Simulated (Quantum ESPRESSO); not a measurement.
# E(q) of CoO from supercells, part 2 of 2

This program has no spiral boundary conditions, so spirals of CoO are built in supercells. What do they cost, in energy and in time?

Quantum ESPRESSO 7.5; PBE; plane waves with GBRV 1.5 PBE potentials, no spin-orbit coupling, flat spiral in a supercell.

So far: The structure; Parallel moments, one cell; One turn in 2 cells along the input cell's c; One turn in 3 cells along the input cell's c.

## Step 5: One turn in 4 cells along the input cell's c

Neighbouring cells are turned by 90° in the xy plane; the cell holds 8 atoms.

Contents of pw.in:

```
&CONTROL
  calculation = 'scf'
  prefix = 'pwscf'
  outdir = './tmp'
  pseudo_dir = './pseudo'
  disk_io = 'nowf'
/
&SYSTEM
  ibrav = 0
  nat = 8
  ntyp = 7
  ecutwfc = 34
  ecutrho = 238
  nbnd = 118
  occupations = 'smearing'
  smearing = 'fd'
  degauss = 0.00999582
  noncolin = .true.
  starting_magnetization(1) = 0.1765
  angle1(1) = 90
  angle2(1) = 0
  starting_magnetization(2) = 0.1765
  angle1(2) = 90
  angle2(2) = 90
  starting_magnetization(3) = 0.1765
  angle1(3) = 90
  angle2(3) = 180
  starting_magnetization(4) = 0.1765
  angle1(4) = 90
  angle2(4) = -90
  starting_magnetization(5) = 0
  starting_magnetization(6) = 0
  starting_magnetization(7) = 0
/
&ELECTRONS
  conv_thr = 8d-08
  electron_maxstep = 150
  mixing_beta = 0.3
/
ATOMIC_SPECIES
Co1    58.9332 co_pbe_v1.2.uspp.F.UPF
Co2    58.9332 co_pbe_v1.2.uspp.F.UPF
Co3    58.9332 co_pbe_v1.2.uspp.F.UPF
Co4    58.9332 co_pbe_v1.2.uspp.F.UPF
O1     15.9990 o_pbe_v1.2.uspp.F.UPF
O2     15.9990 o_pbe_v1.2.uspp.F.UPF
O3     15.9990 o_pbe_v1.2.uspp.F.UPF
CELL_PARAMETERS angstrom
  -1.5080000000    1.5080000000    2.1072475377
   1.5080000000   -1.5080000000    2.1072475377
   6.0320000000    6.0320000000   -8.4289901508
ATOMIC_POSITIONS crystal
Co1     0.0000000000    0.0000000000    0.0000000000
Co2     0.0000000000    0.0000000000    0.2500000000
Co3     0.0000000000    0.0000000000    0.5000000000
Co4     0.0000000000    0.0000000000    0.7500000000
O1      0.5000000000    0.5000000000    0.0000000000
O1      0.5000000000    0.5000000000    0.2500000000
O2      0.5000000000    0.5000000000    0.5000000000
O3      0.5000000000    0.5000000000    0.7500000000
K_POINTS automatic
6 6 3 0 0 0
```

Launch:

```sh
$ OMP_NUM_THREADS=1 mpirun -n 4 pw.x -nk 4 -in pw.in > pw.out
```

Output:

```text
     [... lines left out ...]
Program PWSCF v.7.5 starts
     [... lines left out ...]
     number of atoms/cell      =            8
     [... lines left out ...]
     number of electrons       =        92.00
     number of Kohn-Sham states=          118
     kinetic-energy cutoff     =      34.0000  Ry
     charge density cutoff     =     238.0000  Ry
     scf convergence threshold =      8.0E-08
     [... lines left out ...]
     Noncollinear calculation without spin-orbit
     [... lines left out ...]
      2 Sym. Ops. (no inversion) found
     [... lines left out ...]
     number of k points=    57  Fermi-Dirac smearing, width (Ry)=  0.0100
     [... lines left out ...]
     iteration # 20     ecut=    34.00 Ry     beta= 0.30
     [... lines left out ...]
     atom number    1 relative position :    0.0000   0.0000   0.0000
     [... lines left out ...]
     magnetization :          2.405317    0.000008    0.000000
     [... lines left out ...]
     atom number    2 relative position :    0.5030   0.5030  -0.7029
[...]
magnetization :         -0.000155    2.405195    0.000000
[...]
atom number    3 relative position :    1.0060   1.0060  -1.4057
[...]
magnetization :         -2.405326    0.000010    0.000000
[...]
atom number    4 relative position :    1.5090   1.5090  -2.1086
[...]
magnetization :         -0.000171   -2.405203    0.000000
     [... lines left out ...]
     atom number    5 relative position :    0.0000   0.0000   0.7029
     [... lines left out ...]
     magnetization :          0.186255    0.000001    0.000000
     [... lines left out ...]
     atom number    6 relative position :    0.5030   0.5030   0.0000
     [... lines left out ...]
     magnetization :         -0.000015    0.186264    0.000000
     [... lines left out ...]
     atom number    7 relative position :    1.0060   1.0060  -0.7029
     [... lines left out ...]
     magnetization :         -0.186270    0.000001    0.000000
     [... lines left out ...]
     atom number    8 relative position :    1.5090   1.5090  -1.4057
     [... lines left out ...]
     magnetization :         -0.000016   -0.186264    0.000000
     [... lines left out ...]
     the Fermi energy is    14.0258 ev
!    total energy              =   -1322.87824974 Ry
     estimated scf accuracy    <       0.00000008 Ry
     smearing contrib. (-TS)   =      -0.05293671 Ry
     [... lines left out ...]
     total magnetization       =    -0.00     0.00    -0.00 Bohr mag/cell
     absolute magnetization    =    10.89 Bohr mag/cell
     convergence has been achieved in  20 iterations
```

Run time: 4.9 min. Hardware: 4 MPI ranks of Arm Neoverse V2, shared host; peak memory 0.91 GiB.

Read from the output:

- smearing term TS: 0.7202 eV
- magnetization: 0, 0, 0 μB
- absolute magnetization: 10.89 μB
- final state: non-collinear
- largest moment: 2.405 μB

## Step 6: An input with a fault

One input was spoiled on purpose, to see how the program answers.

Contents of pw.in:

```
&CONTROL
  calculation = 'scf'
  prefix = 'pwscf'
  outdir = './tmp'
  pseudo_dir = './pseudo'
  disk_io = 'nowf'
/
&SYSTEM
  ibrav = 0
  nat = 2
  ntyp = 2
  ecutwfc = 34
  ecutrho = 238
  nbnd = 17
  occupations = 'smearing'
  smearing = 'fd'
  degauss = 0.00999582
  nspin = 2
  starting_magnetization(1) = 0.1765
  starting_magnetization(2) = 0
  tot_charge = 4
/
&ELECTRONS
  conv_thr = 2d-08
  electron_maxstep = 50
  mixing_beta = 0.3
/
ATOMIC_SPECIES
Co     58.9332 co_pbe_v1.2.uspp.F.UPF
O      15.9990 o_pbe_v1.2.uspp.F.UPF
CELL_PARAMETERS angstrom
  -1.5080000000    1.5080000000    2.1072475377
   1.5080000000   -1.5080000000    2.1072475377
   1.5080000000    1.5080000000   -2.1072475377
ATOMIC_POSITIONS crystal
Co      0.0000000000    0.0000000000    0.0000000000
O       0.5000000000    0.5000000000    0.0000000000
K_POINTS automatic
6 6 6 0 0 0
```

Output:

```text
[banner, memory and clock lines left out]
Program PWSCF v.7.5 starts

     Message from routine setup:
     using ibrav=0 with symmetry is DISCOURAGED, use correct ibrav instead

     bravais-lattice index     =            0
     lattice parameter (alat)  =       5.6656  a.u.
     unit-cell volume          =     129.3525 (a.u.)^3
     number of atoms/cell      =            2
     number of atomic types    =            2
     number of electrons       =        19.00
     number of Kohn-Sham states=           17
     kinetic-energy cutoff     =      34.0000  Ry
     charge density cutoff     =     238.0000  Ry
     scf convergence threshold =      2.0E-08
     mixing beta               =       0.3000
     number of iterations used =            8  plain     mixing
     Exchange-correlation= SLA  PW   PBE  PBE
                           (   1   4   3   4   0   0   0)

     [... lines left out ...]
     PseudoPot. # 1 for Co read from file:
     co_pbe_v1.2.uspp.F.UPF
     Pseudo is Ultrasoft + core correction, Zval = 17.0

     PseudoPot. # 2 for O  read from file:
     o_pbe_v1.2.uspp.F.UPF
     Pseudo is Ultrasoft + core correction, Zval =  6.0

     atomic species   valence    mass     pseudopotential
     Co               17.00    58.93320     Co( 1.00)
     O                 6.00    15.99900     O ( 1.00)

     Starting magnetic structure
     atomic species   magnetization
     Co              0.176
     O               0.000

     16 Sym. Ops., with inversion, found

   Cartesian axes

     site n.     atom                  positions (alat units)
         1        Co     tau(   1) = (   0.0000000   0.0000000   0.0000000  )
         2        O      tau(   2) = (   0.0000000   0.0000000   0.7028603  )

     number of k points=    30  Fermi-Dirac smearing, width (Ry)=  0.0100

     Dense  grid:     7951 G-vectors     FFT dimensions: (  27,  27,  27)

     Smooth grid:     3479 G-vectors     FFT dimensions: (  24,  24,  24)

     Check: negative core charge=   -0.000023
     Generating pointlists ...
     new r_m :   0.2899 (alat units)  1.6426 (a.u.) for type    1
     new r_m :   0.2899 (alat units)  1.6426 (a.u.) for type    2

     Initial potential from superposition of free atoms

     starting charge      22.0000, renormalised to      19.0000
     Starting wfcs are   17 randomized atomic wfcs

     Self-consistent Calculation

     iteration #  1     ecut=    34.00 Ry     beta= 0.30
     Davidson diagonalization with overlap
     ethr =  1.00E-02,  avg # of iterations =  2.3

     total energy              =    -323.96419137 Ry
     estimated scf accuracy    <      33.17945895 Ry

     total magnetization       =     0.17 Bohr mag/cell
     absolute magnetization    =     0.25 Bohr mag/cell

     [... further iterations left out ...]

     iteration # 36     ecut=    34.00 Ry     beta= 0.30
     Davidson diagonalization with overlap
     ethr =  1.65E-10,  avg # of iterations =  1.0

     Magnetic moment per site  (integrated on atomic sphere of radius R)
     atom   1 (R=0.290)  charge= 13.1816  magn=  4.0957
     atom   2 (R=0.290)  charge=  4.5305  magn= -1.3860

     End of self-consistent calculation

     [... lines left out ...]
     the Fermi energy is     8.8076 ev

!    total energy              =    -333.97153849 Ry
     estimated scf accuracy    <          2.6E-09 Ry
     smearing contrib. (-TS)   =      -0.00708754 Ry
     internal energy E=F+TS    =    -333.96445096 Ry

     The total energy is F=E-TS. E is the sum of the following terms:
     one-electron contribution =    -180.16720066 Ry
     hartree contribution      =      94.88339911 Ry
     xc contribution           =     -35.38821342 Ry
     ewald contribution        =    -213.29243599 Ry

     total magnetization       =     2.73 Bohr mag/cell
     absolute magnetization    =     5.72 Bohr mag/cell

     convergence has been achieved in  36 iterations
```

It took 7.3 s on 4 MPI ranks; peak memory 0.22 GiB; 29 s of CPU time.

Convergence was reached, yet the input spoils the result.

The fault in the input: a charge that the cell can't hold.

## Step 7: E(q)

Spirals:

```csv
q along the reciprocal vector,energy less that at q = 0 (meV a seeded atom),largest site moment (μB),typed angles kept,CPU time (s)
0,0,2.467,yes,83.63
0.25,-29.37,2.405,yes,1169
0.3333,8.638,2.378,yes,570.4
0.5,75.55,2.309,yes,200.8
```

Energy less that at q = 0, self-consistent against path:

```csv
path (Å⁻¹),"energy less that at q = 0, self-consistent (meV a seeded atom)"
0.000,0
0.737,-29.4
0.982,8.64
1.473,75.6
```

## Step 8: Results

```yaml
lowest_point: q = 0.25 along c*, -29.4 meV a seeded atom
highest_point: q = 0.5, 75.6 meV a seeded atom
```

What this shows: The state at q = 0.25 lies 29 meV a seeded atom under the parallel one; the true minimum can lie between these fractions or off this line. The moment changes by 6.4 % between the spirals. The cell of 4 repeats took 14 times the CPU time of the single cell, though its mesh is shorter in proportion. Here c and c* are vectors of the cell in the input, which need not be the conventional cell, and only this direction was probed. The mesh is coarse, so differences of some ten meV can be noise in a metal. This program evaluates a GGA otherwise when all starting moments share an axis than when they do not, so collinear and canted runs are not quite comparable. Energies are free energies at an electronic temperature of 1580 K, which lowers moments and differences where the moments are itinerant. No Hubbard term acts here. In such compounds local and semilocal functionals without one often delocalise the d electrons, and can shrink or lose moments and miss the size, sign and order of the couplings. The cutoff lies under the 40 Ry that these files are usually run at. The smearing term is large for its width, so states at the Fermi level are partly filled: at this level the cell is a metal or has a gap of a few widths at most.

[Logs and program files are shortened in this print: banners, set-up blocks, solver, clock and traceback lines can be left out without a mark of their own.]

[Logs are printed without paths, hosts, clocks, repeated set-up lines and the standing remarks that a program may print on its own settings, such as how far it seeks lower states.]

[Hosts, paths, dates, database ids (printed as entryN), source tags and the programs' standing remarks are cut or masked in the printed files.]

[Where a cell is said to come from a database of computed structures, the database is the Materials Project.]
